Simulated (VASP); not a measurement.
# BN (zincblende), PBE dielectric-response calculation: VASP's output and Ansatz's

POSCAR

```
B  N
 1.0000000000000000
     0.0000000000000000    1.8048254637186480    1.8048254637186480
     1.8048254637186480   -0.0000000000000000    1.8048254637186480
     1.8048254637186480    1.8048254637186480    0.0000000000000000
 B   N
   1   1
Cartesian
  0.0000000000000000  0.0000000000000000 -0.0000000000000000
  0.9024127318593240  0.9024127318593240  0.9024127318593240
```

VASP ran with the recommended PBE PAW datasets (8 valence electrons in the cell).

From OUTCAR

```
k-points           NKPTS =    145   k-points in BZ     NKDIM =    145   number of bands    NBANDS=     11

   NELECT =       8.0000    total number of electrons

   dimension x,y,z NGX =    20 NGY =   20 NGZ =   20
   dimension x,y,z NGXF=    40 NGYF=   40 NGZF=   40

  energy-cutoff  :      520.00
  volume of cell :       11.76
      direct lattice vectors                 reciprocal lattice vectors
     0.000000000  1.804825464  1.804825464    -0.277035098  0.277035098  0.277035098
     1.804825464  0.000000000  1.804825464     0.277035098 -0.277035098  0.277035098
     1.804825464  1.804825464  0.000000000     0.277035098  0.277035098 -0.277035098

 k-points in reciprocal lattice and weights: KPOINTS created by Atomic Simulation Env
   0.00000000  0.00000000  0.00000000       0.000
   0.06250000  0.00000000  0.00000000       0.002
   0.12500000  0.00000000  0.00000000       0.002
   0.18750000  0.00000000  0.00000000       0.002
   0.25000000  0.00000000  0.00000000       0.002
   0.31250000  0.00000000  0.00000000       0.002
   0.37500000  0.00000000  0.00000000       0.002
   0.43750000  0.00000000  0.00000000       0.002
   ...

 E-fermi :   7.6654

 k-point     1 :       0.0000    0.0000    0.0000
  band No.  band energies     occupation
      1     -12.8236      2.00000
      2       7.4577      2.00000
      3       7.4577      2.00000
      4       7.4577      2.00000
      5      16.2988      0.00000
      6      16.2988      0.00000
      7      16.2988      0.00000
      8      17.8795      0.00000
      9      32.2937      0.00000
     10      35.2803      0.00000
     11      35.2803      0.00000

 k-point     2 :       0.0625    0.0000    0.0000
  band No.  band energies     occupation
      1     -12.7280      2.00000
      2       6.9237      2.00000
      3       7.3530      2.00000
      4       7.3530      2.00000
      5      16.4355      0.00000
      6      16.4581      0.00000
      7      16.4581      0.00000
      8      18.1991      0.00000
      9      32.1736      0.00000
     10      33.6048      0.00000
     11      33.6048      0.00000

 k-point     3 :       0.1250    0.0000    0.0000
  band No.  band energies     occupation
      1     -12.4432      2.00000
      2       5.5763      2.00000
      3       7.0756      2.00000
      4       7.0756      2.00000
      5      16.6803      0.00000
      6      16.8723      0.00000
      7      16.8723      0.00000
      8      19.0549      0.00000
      9      31.8238      0.00000
     10      32.1521      0.00000
     11      32.1521      0.00000

 k-point     4 :       0.1875    0.0000    0.0000
  band No.  band energies     occupation
      1     -11.9757      2.00000
      2       3.8304      2.00000
      3       6.7065      2.00000
      4       6.7065      2.00000
      5      16.9203      0.00000
      6      17.3847      0.00000
      7      17.3847      0.00000
      8      20.1140      0.00000
      9      31.2856      0.00000
     10      31.2856      0.00000
     11      31.3572      0.00000

 k-point     5 :       0.2500    0.0000    0.0000
  band No.  band energies     occupation
      1     -11.3389      2.00000
      2       1.9622      2.00000
      3       6.3247      2.00000
      4       6.3247      2.00000
      5      17.1510      0.00000
      6      17.8244      0.00000
      7      17.8244      0.00000
      8      21.0875      0.00000
      9      30.9635      0.00000
     10      31.0995      0.00000
     11      31.0995      0.00000

 k-point     6 :       0.3125    0.0000    0.0000
  band No.  band energies     occupation
      1     -10.5613      2.00000
      2       0.1387      2.00000
      3       5.9864      2.00000
      4       5.9864      2.00000
      5      17.3590      0.00000
      6      18.0887      0.00000
      7      18.0887      0.00000
      8      21.8467      0.00000
      9      30.7634      0.00000
     10      31.6019      0.00000
     11      31.6019      0.00000

 k-point     7 :       0.3750    0.0000    0.0000
  band No.  band energies     occupation
      1      -9.7070      2.00000
      2      -1.5020      2.00000
      3       5.7265      2.00000
      4       5.7265      2.00000
      5      17.5227      0.00000
      6      18.1860      0.00000
      7      18.1860      0.00000
      8      22.3657      0.00000
      9      30.7705      0.00000
     10      32.6410      0.00000
     11      32.6410      0.00000

 k-point     8 :       0.4375    0.0000    0.0000
  band No.  band energies     occupation
      1      -8.9334      2.00000
      2      -2.7608      2.00000
      3       5.5643      2.00000
      4       5.5643      2.00000
      5      17.6261      0.00000
      6      18.1946      0.00000
      7      18.1946      0.00000
      8      22.6643      0.00000
      9      30.8989      0.00000
     10      33.8353      0.00000
     11      33.8353      0.00000

 ...

 MACROSCOPIC STATIC DIELECTRIC TENSOR (including local field effects in DFT)
 ------------------------------------------------------
           4.601065    -0.000000     0.000000
           0.000000     4.601065    -0.000000
          -0.000000    -0.000000     4.601065

 BORN EFFECTIVE CHARGES (including local field effects) (in |e|, cummulative output)
 ---------------------------------------------------------------------------------
 ion    1
    1     1.90520     0.00000     0.00000
    2     0.00000     1.90520    -0.00000
    3     0.00000    -0.00000     1.90520
 ion    2
    1    -1.90520     0.00000    -0.00000
    2     0.00000    -1.90520     0.00000
    3    -0.00000     0.00000    -1.90520

  Total        0.3682861      0.3682861      0.3682861      0.0000000      0.0000000      0.0000000
  in kB       50.1834224     50.1834224     50.1834224      0.0000000      0.0000000      0.0000000
  external PRESSURE =      50.1834224 kB  Pullay stress =       0.0000000 kB

 POSITION                                       TOTAL-FORCE (eV/Angst)
 -----------------------------------------------------------------------------------
      0.00000      0.00000      0.00000         0.000000      0.000000     -0.000000
      0.90241      0.90241      0.90241         0.000000     -0.000000      0.000000
 -----------------------------------------------------------------------------------
    total drift:                                0.000000      0.000000      0.000000

  FREE ENERGIE OF THE ION-ELECTRON SYSTEM (eV)
  ---------------------------------------------------
  free  energy   TOTEN  =       -17.4483476017 eV

  energy  without entropy=      -17.4483476017  energy(sigma->0) =      -17.44834760
```

Datasets and cutoffs are each program's own. VASP's cell holds 8 valence electrons and Ansatz's 8. Ansatz refines its k mesh for the response by itself, so the meshes differ.

**Question.** What does Ansatz give for the same cell and level of theory?

**Answer.** ε∞ with local fields (xx, yy, zz) 4.60, 4.60, 4.60; mean Born charge by atom, in the order of the cell 1.91, -1.91 e.

Ansatz printed

```
SCF 1 converged in 4 iterations: F = -542.278424 eV  dr2 = 5.16e-9
DFPT response loops at Γ: mixed as the last ones told, above
SCF converged after 6 iterations
Free energy (F): -542.273729 eV
Harris-Foulkes:  -542.273729 eV  (|F-HF|=7.62e-12)
Internal energy: -542.273729 eV  (E = F + TS)
E sigma→0 (E₀):  -542.273729 eV
Fermi energy:    11.251187 eV
--- Per-component energies (eV) ---
  E_band       = 26.837139
  E_kinetic    = 185.881370
  E_local      = -174.864232  (includes V_loc(G=0)·N_el)
  E_nonlocal   = 56.622730
  E_hartree    = 48.993469
  E_xc         = -93.512526
  E_vxc        = -116.316954  (∫ρ·V_xc dr)
  E_paw        = -206.478911  (= ΣΔE_a)
  E_vpaw       = -22.472832  (= ΣTr[D̂ρ^β])
  E_aug_tail   = 0.000104  (compensation charges beyond the density's cutoff)
  E_ewald      = -358.915733
  E_smearing   = -0.000000  (= −TS)
  E_closure    = 0.000000  (closes the sum)
  Σ components = -542.273729   (vs F -542.273729, Δ=0.00e0)
--- Band table (eV; the first three rows and the last of 171) ---
  k-point 0: bands = ["-9.0310", "11.2512", "11.2512", "11.2512", "20.1034", "20.1034", "20.1034", "21.6452"]
  k-point 1: bands = ["-8.7868", "9.9799", "10.9976", "10.9976", "20.3798", "20.4890", "20.4890", "22.4400"]
  k-point 2: bands = ["-8.0683", "7.2555", "10.4234", "10.4234", "20.7581", "21.2860", "21.2860", "24.1027"]
  k-point 170: bands = ["-3.3275", "2.9625", "4.4315", "5.8242", "20.8116", "23.7409", "26.1188", "26.9819"]
--- Dielectric response (ions clamped): 3 representative field directions + reference, inside a basis on a mesh of 1000 k-points (Σ response iterations 15) ---
  ε∞ (high-frequency dielectric tensor):
        4.601657    -0.000000     0.000000
       -0.000000     4.601657     0.000000
        0.000000     0.000000     4.601657
  Born effective charges Z* (e; rows j = field, columns β = displacement):
    site 0:
         1.90836   -0.00000    0.00000
         0.00000    1.90836    0.00000
        -0.00000    0.00000    1.90836
    site 1:
        -1.90836    0.00000   -0.00000
        -0.00000   -1.90836   -0.00000
         0.00000   -0.00000   -1.90836
  Z* charge neutrality: 9.956e-5 e pre-enforcement
  solved inside a basis spanned on kpoints, on 10×10×10 k-points, its susceptibility summed on 14×14×14: ε∞ is read to err by 1.1e-2, Z* by 6.1e-3 e (field_mesh: kpoints solves on kpoints); Z* is corrected for what the basis lacks
```
